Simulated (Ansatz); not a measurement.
## BaS in Ansatz: convergence with ecutfock ratio

The system is BaS.

```
Ba S
1.0
     0.00000    3.19375    3.19375
     3.19375    0.00000    3.19375
     3.19375    3.19375    0.00000
Ba S
1 1
Cartesian
  0.0000 0.0000 0.0000
  3.1938 3.1938 3.1938
```

- Program: Ansatz 0.2.0
- Task: convergence study
- Functional: HSE06
- Potentials or basis: Ansatz PAW
- Cutoff: 420 eV
- Density cutoff: 1680 eV
- k mesh: 4 × 4 × 4
- Occupations: fermi-dirac, width 0.1 eV
- Spin: no spin polarisation

These are the settings of the first run; the series varies ecutfock ratio, with any setting tied to it.

Hardware: 2 threads of Arm Neoverse V1, on a shared host.

```tsv
ecutfock ratio	energy less the tightest run, at zero smearing (meV/atom)	SCF cycles	CPU time (s)	peak memory (GiB)
1	-0.02	12	15	0.65
2	0.00	12	18	0.74
3	0.00	12	20	0.76
4	0.00	12	19	0.76
```

Against the tightest run, the energy stays within 1 meV/atom from 1 on. The tightest run that finished is the yardstick and may itself not be fully converged.

Caveat, for the tightest run too: the k mesh is coarse (spacing up to 0.43 Å⁻¹), so the values aren't converged, least of all with exact exchange.
